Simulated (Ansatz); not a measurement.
**AlCo: a shear that moves c along a**

An exercise on one series of results from a longer session: the logs are not shown, and one member is left open.

Computed with Ansatz 0.2.0 (DFT PBE, scalar-relativistic, plane waves, PAW, unless a step's input says otherwise).

2 further runs of the same task are left out: 2 set aside as unsound or not needed.

## The system as given

It takes space group Pm-3m (No. 221, cubic). Conventional cell: a = 2.852 Å, b = 2.852 Å, c = 2.852 Å, α = 90.00°, β = 90.00°, γ = 90.00°. Al (site symmetry m-3m) has 8 Co at 2.47 Å as nearest neighbours. Co (site symmetry m-3m) has 8 Al at 2.47 Å as nearest neighbours.

Coordinates:

```cif
data_structure
_symmetry_space_group_name_H-M 'Pm-3m'
_symmetry_Int_Tables_number 221
_cell_length_a 2.8519
_cell_length_b 2.8519
_cell_length_c 2.8519
_cell_angle_alpha 90.000
_cell_angle_beta 90.000
_cell_angle_gamma 90.000
_cell_volume 23.20
loop_
_atom_site_label
_atom_site_type_symbol
_atom_site_symmetry_multiplicity
_atom_site_Wyckoff_symbol
_atom_site_fract_x
_atom_site_fract_y
_atom_site_fract_z
_atom_site_occupancy
Al1 Al 1 a 0.00000 0.00000 0.00000 1
Co1 Co 1 b 0.50000 0.50000 0.50000 1
```

It goes back to an entry of the Materials Project.

This cell was relaxed beforehand with the same method: volume 11.60 Å³/atom, gap on the mesh none (metal).

The unstrained cell comes from an earlier run at this level (2 atoms, E(σ→0) -5664.8389 eV, gap none (metal)).

The first run:

Contents of input.yaml:

```yaml
crystal:
  lattice:
    - [2.8519023816, 0.0, 0.0]
    - [0.0, 2.8519023816, 0.0]
    - [0.0285190238, 0.0, 2.8519023816]
  atoms:
    - { symbol: Al, position: [0.0, 0.0, 0.0] }
    - { symbol: Co, position: [0.5, 0.5, 0.5] }
basis:
  ecutwfc: 420
kpoints:
  mp_grid: { grid: [18, 18, 18] }
hamiltonian:
  xc: pbe
scf:
  occupations: { method: gaussian, width: 0.1 }
output:
  forces: true
  stress: true
  eigenvalues: true
```

The run is started by

```sh
> ansatz run input.yaml --threads 1 --pin off --max-ram 2560MiB --backend cpu --events-out ev --progress --plain --runs-dir out
```

Among the steps run: At +1.0 %; At +2.0 %; At +3.0 %; The cell strained by +4.0 %; The cell strained by +6.0 %.

One table of the session follows, with a row left open; its other results are not shown here.

Lengths are those of the vectors of the cell that was run; stresses in GPa:

```
strain (%)  ΔE (meV/atom)
      +0.0            0.0
      +1.0            0.5
      +2.0            2.1
      +3.0              ?
      +4.0            8.3
      +6.0           18.5
```

Estimate the missing values for strain (%) = +3.0.

Worked estimate for «ΔE (meV/atom)». A straight line through the neighbours (2.0, 2.1) and (4.0, 8.3) gives 2.1 + (8.3 − 2.1) × (3.0 − 2.0) / (4.0 − 2.0) = 5.2; a parabola fitted to 4 rows on both sides gives 4.7.

The run gave: ΔE (meV/atom): 4.7. In «ΔE (meV/atom)» the line misses by +0.5 and the parabola by 0.0.

ΔE is over the unstrained cell. Stress in GPa, positive in compression, on the Cartesian axes of the input. 

Limits of these values: Spin polarisation is off in the runs that give these values; a magnetic solution could lie lower. Warnings in the runs' records: seeded moment not kept.
